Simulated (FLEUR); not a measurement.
# MgO (Fm-3m) in FLEUR: further runs, part 2 of 2

FLEUR MaX-R8.1 (later development tree). The steps go on from the part before.

## (8) Band structure, LDA

Input file inp.xml:

```xml
<?xml version="1.0" encoding="UTF-8" standalone="no"?>
<fleurInput fleurInputVersion="0.39">
   <comment>
      MgO                                                                                                 
   </comment>
   <calculationSetup>
      <cutoffs Kmax="4.97" Gmax="15.4" GmaxXC="15.4" numbands="0"/>
      <scfLoop itmax="60" minDistance="0.00001" maxIterBroyd="15" imix="Anderson" alpha="0.05" precondParam="0.0" spinf="2.0" sdNocoIR="T"/>
      <coreElectrons ctail="T" frcor="F" kcrel="0" coretail_lmax="0"/>
      <xcFunctional name="vwn" relativisticCorrections="F"/>
      <magnetism jspins="1"/>
      <soc l_soc="F" theta="0.0" phi="0.0" spav="F"/>
      <expertModes spex="0" secvar="F"/>
      <geometryOptimization l_f="F" forcealpha="1.0" forcemix="BFGS" epsdisp="0.00001" epsforce="0.00001"/>
      <ldaU l_linMix="F" mixParam="0.05" spinf="1.0"/>
   </calculationSetup>
   <cell>
      <bzIntegration valenceElectrons="16.0" mode="hist" fermiSmearingEnergy="0.00183747">
         <kPointListSelection listName="default-1"/>
         <!-- k-points included here -->
         <xi:include xmlns:xi="http://www.w3.org/2001/XInclude" href="kpts.xml"> </xi:include>
      </bzIntegration>
      <!-- symmetry operations included here -->
      <xi:include xmlns:xi="http://www.w3.org/2001/XInclude" href="sym.xml"> </xi:include>
      <bulkLattice scale="1.0">
         <bravaisMatrix>
            <row-1>    0.0000000000000000     3.9627583151077737     3.9627583151077737</row-1>
            <row-2>    3.9627583151077737     0.0000000000000000     3.9627583151077737</row-2>
            <row-3>    3.9627583151077737     3.9627583151077737     0.0000000000000000</row-3>
         </bravaisMatrix>
      </bulkLattice>
   </cell>
   <atomSpecies>
      <species name="Magnesium (Mg)" element="Mg" atomicNumber="12">
         <mtSphere radius="1.97" gridPoints="651" logIncrement="0.017"/>
         <atomicCutoffs lmax="8" lnonsphr="8"/>
         <electronConfig flipSpins="F">
            <coreConfig>(1s1/2)</coreConfig>
            <valenceConfig>(2s1/2) (2p1/2) (2p3/2) (3s1/2)</valenceConfig>
         </electronConfig>
         <energyParameters s="3" p="2" d="3" f="4"/>
         <lo type="SCLO" l="0" n="2" eDeriv="0"/>
         <lo type="HELO" l="1" n="3" eDeriv="0"/>
         <lo type="HELO" l="1" n="3" eDeriv="1"/>
         <lo type="SCLO" l="2" n="3" eDeriv="2"/>
         <lo type="SCLO" l="3" n="4" eDeriv="2"/>
      </species>
      <species name="Oxygen (O)" element="O" atomicNumber="8">
         <mtSphere radius="1.7" gridPoints="563" logIncrement="0.019"/>
         <atomicCutoffs lmax="8" lnonsphr="8"/>
         <electronConfig flipSpins="F">
            <coreConfig>(1s1/2)</coreConfig>
            <valenceConfig>(2s1/2) (2p1/2) (2p3/2)</valenceConfig>
            <stateOccupation state="(2p1/2)" spinUp="0.666667" spinDown="0.666667"/>
            <stateOccupation state="(2p3/2)" spinUp="1.333333" spinDown="1.333333"/>
         </electronConfig>
         <energyParameters s="2" p="2" d="3" f="4"/>
         <lo type="SCLO" l="0" n="2" eDeriv="2"/>
         <lo type="SCLO" l="1" n="2" eDeriv="2"/>
         <lo type="SCLO" l="2" n="3" eDeriv="2"/>
      </species>
   </atomSpecies>
   <atomGroups>
      <atomGroup species="Magnesium (Mg)">
         <relPos label="                   1">.0000000000 .0000000000 .0000000000</relPos>
         <force calculate="T" relaxXYZ="TTT"/>
      </atomGroup>
      <atomGroup species="Oxygen (O)">
         <relPos label="                   2">1.000/2.000 1.000/2.000 1.000/2.000</relPos>
         <force calculate="T" relaxXYZ="TTT"/>
      </atomGroup>
   </atomGroups>
   <output dos="F" band="F" slice="F">
      <checks vchk="F" cdinf="F"/>
      <bandDOS minEnergy="-.5*Htr" maxEnergy="0.5*Htr" sigma="0.015" storeEVData="T"/>
      <vacuumDOS vacdos="F" integ="F" star="F" nstars="0" locx1="0.0" locy1="0.0" locx2="0.0" locy2="0.0" nstm="0" tworkf="0.0"/>
      <unfoldingBand unfoldBand="F" supercellX="1" supercellY="1" supercellZ="1"/>
      <plotting iplot="0" polar="F">
         <plot TwoD="T" vec1="  1.0  0.0  0.0" vec2="  0.0  1.0  0.0" vec3="  0.0  0.0  1.0" zero="  0.0  0.0  0.0" file="plot"/>
      </plotting>
      <chargeDensitySlicing numkpt="0" minEigenval="0.0" maxEigenval="0.0" nnne="0" pallst="F"/>
      <specialOutput eonly="F"/>
      <moessbauerParams electricFieldGradient="T" isomerShift="T" coreHyperfine="T" valenceHyperfine="T"/>
      <magneticCircularDichroism mcd="F" energyLo="-10.0" energyUp="0.0"/>
   </output>
  <!-- We include the file relax.xml here to enable relaxations (see documentation) -->
  <xi:include xmlns:xi="http://www.w3.org/2001/XInclude" href="relax.xml"> <xi:fallback/> </xi:include>
</fleurInput>
```

Input file crystal.txt:

```
MgO
&input cartesian=F /
0.0000000000  2.0970013927  2.0970013927
2.0970013927  0.0000000000  2.0970013927
2.0970013927  2.0970013927  0.0000000000
1.8897261246
1.0 1.0 1.0

2
12 0.0000000000  0.0000000000  0.0000000000
8 0.5000000000  0.5000000000  0.5000000000

&kpt div1=11 div2=11 div3=11 gamma=T /
```

Input file inp.xml (bands):

```
<?xml version="1.0" encoding="UTF-8" standalone="no"?>
<fleurInput fleurInputVersion="0.39">
   <comment>
      MgO                                                                                                 
   </comment>
   <calculationSetup>
      <cutoffs Kmax="4.97" Gmax="15.4" GmaxXC="15.4" numbands="0"/>
      <scfLoop itmax="60" minDistance="0.00001" maxIterBroyd="15" imix="Anderson" alpha="0.05" precondParam="0.0" spinf="2.0" sdNocoIR="T"/>
      <coreElectrons ctail="T" frcor="F" kcrel="0" coretail_lmax="0"/>
      <xcFunctional name="vwn" relativisticCorrections="F"/>
      <magnetism jspins="1"/>
      <soc l_soc="F" theta="0.0" phi="0.0" spav="F"/>
      <expertModes spex="0" secvar="F"/>
      <geometryOptimization l_f="F" forcealpha="1.0" forcemix="BFGS" epsdisp="0.00001" epsforce="0.00001"/>
      <ldaU l_linMix="F" mixParam="0.05" spinf="1.0"/>
   </calculationSetup>
   <cell>
      <bzIntegration valenceElectrons="16.0" mode="hist" fermiSmearingEnergy="0.00183747">
         <kPointListSelection listName="path-1"/>
         <!-- k-points included here -->
         <xi:include xmlns:xi="http://www.w3.org/2001/XInclude" href="kpts.xml"> </xi:include>
      </bzIntegration>
      <!-- symmetry operations included here -->
      <xi:include xmlns:xi="http://www.w3.org/2001/XInclude" href="sym.xml"> </xi:include>
      <bulkLattice scale="1.0">
         <bravaisMatrix>
            <row-1>    0.0000000000000000     3.9627583151077737     3.9627583151077737</row-1>
            <row-2>    3.9627583151077737     0.0000000000000000     3.9627583151077737</row-2>
            <row-3>    3.9627583151077737     3.9627583151077737     0.0000000000000000</row-3>
         </bravaisMatrix>
      </bulkLattice>
   </cell>
   <atomSpecies>
      <species name="Magnesium (Mg)" element="Mg" atomicNumber="12">
         <mtSphere radius="1.97" gridPoints="651" logIncrement="0.017"/>
         <atomicCutoffs lmax="8" lnonsphr="8"/>
         <electronConfig flipSpins="F">
            <coreConfig>(1s1/2)</coreConfig>
            <valenceConfig>(2s1/2) (2p1/2) (2p3/2) (3s1/2)</valenceConfig>
         </electronConfig>
         <energyParameters s="3" p="2" d="3" f="4"/>
         <lo type="SCLO" l="0" n="2" eDeriv="0"/>
         <lo type="HELO" l="1" n="3" eDeriv="0"/>
         <lo type="HELO" l="1" n="3" eDeriv="1"/>
         <lo type="SCLO" l="2" n="3" eDeriv="2"/>
         <lo type="SCLO" l="3" n="4" eDeriv="2"/>
      </species>
      <species name="Oxygen (O)" element="O" atomicNumber="8">
         <mtSphere radius="1.7" gridPoints="563" logIncrement="0.019"/>
         <atomicCutoffs lmax="8" lnonsphr="8"/>
         <electronConfig flipSpins="F">
            <coreConfig>(1s1/2)</coreConfig>
            <valenceConfig>(2s1/2) (2p1/2) (2p3/2)</valenceConfig>
            <stateOccupation state="(2p1/2)" spinUp="0.666667" spinDown="0.666667"/>
            <stateOccupation state="(2p3/2)" spinUp="1.333333" spinDown="1.333333"/>
         </electronConfig>
         <energyParameters s="2" p="2" d="3" f="4"/>
         <lo type="SCLO" l="0" n="2" eDeriv="2"/>
         <lo type="SCLO" l="1" n="2" eDeriv="2"/>
         <lo type="SCLO" l="2" n="3" eDeriv="2"/>
      </species>
   </atomSpecies>
   <atomGroups>
      <atomGroup species="Magnesium (Mg)">
         <relPos label="                   1">.0000000000 .0000000000 .0000000000</relPos>
         <force calculate="T" relaxXYZ="TTT"/>
      </atomGroup>
      <atomGroup species="Oxygen (O)">
         <relPos label="                   2">1.000/2.000 1.000/2.000 1.000/2.000</relPos>
         <force calculate="T" relaxXYZ="TTT"/>
      </atomGroup>
   </atomGroups>
   <output dos="F" band="T" slice="F">
      <checks vchk="F" cdinf="F"/>
      <bandDOS minEnergy="-.5*Htr" maxEnergy="0.5*Htr" sigma="0.015" storeEVData="T"/>
      <vacuumDOS vacdos="F" integ="F" star="F" nstars="0" locx1="0.0" locy1="0.0" locx2="0.0" locy2="0.0" nstm="0" tworkf="0.0"/>
      <unfoldingBand unfoldBand="F" supercellX="1" supercellY="1" supercellZ="1"/>
      <plotting iplot="0" polar="F">
         <plot TwoD="T" vec1="  1.0  0.0  0.0" vec2="  0.0  1.0  0.0" vec3="  0.0  0.0  1.0" zero="  0.0  0.0  0.0" file="plot"/>
      </plotting>
      <chargeDensitySlicing numkpt="0" minEigenval="0.0" maxEigenval="0.0" nnne="0" pallst="F"/>
      <specialOutput eonly="F"/>
      <moessbauerParams electricFieldGradient="T" isomerShift="T" coreHyperfine="T" valenceHyperfine="T"/>
      <magneticCircularDichroism mcd="F" energyLo="-10.0" energyUp="0.0"/>
   </output>
  <!-- We include the file relax.xml here to enable relaxations (see documentation) -->
  <xi:include xmlns:xi="http://www.w3.org/2001/XInclude" href="relax.xml"> <xi:fallback/> </xi:include>
</fleurInput>
```

The run is started by

```sh
$ inpgen -f crystal.txt -profile fastHighL
$ # inp.xml edited to the form shown
$ fleur_MPI
$ fleur_MPI   # second run, on inp.xml (bands)
```

It took 23 s on 1 thread of Arm Neoverse V2, shared host; peak memory 0.05 GiB.

The run converged. Its results:

```
Free energy                                           : -7468.8803 eV
Band gap on the k mesh                                : 4.79 eV, direct
Band gap along the path                               : 4.79 eV, direct
Valence electrons inside the program's atomic spheres : Mg 8.39; O 5.52 (radii Mg 1.97, O 1.7 bohr)
```

Levels at the corners of the path, in eV from the valence-band top:
```tsv
point	band 6	band 7	band 8	band 9	band 10	band 11
Γ	0.00	0.00	0.00	4.79	15.62	15.62
X	-4.17	-1.38	-1.38	8.93	9.85	13.03
W	-3.03	-3.03	-1.83	11.55	11.55	12.05
K	-3.57	-2.79	-1.18	9.96	11.66	12.45
Γ	0.00	0.00	0.00	4.79	15.62	15.62
L	-4.75	-0.68	-0.68	7.83	12.55	16.15
U	-3.57	-2.79	-1.18	9.96	11.66	12.45
W	-3.03	-3.03	-1.83	11.55	11.55	12.05
L	-4.75	-0.68	-0.68	7.83	12.55	16.15
K	-3.57	-2.79	-1.18	9.96	11.66	12.45
U	-3.57	-2.79	-1.18	9.96	11.66	12.45
X	-4.17	-1.38	-1.38	8.93	9.85	13.03
```

Core levels (eV from the Fermi level):
| atom | levels |
| --- | --- |
| 1 Mg | 1s1/2 -1245.3 |
| 2 O | 1s1/2 -499.2 |

## (9) Against experiment

Step 8. A measured gap of MgO is 7.83 eV (quoted in “Electronic structure of alkaline earth and post-transition metal oxides”, 2009, arxiv:0908.1581); the calculated 4.79 eV misses it by -3.04 eV. The value is that of LDA, without temperature or zero-point motion. Semilocal functionals fall short of measured gaps as a rule. The cell is a database's relaxed one, not the measured one, which moves gaps too.
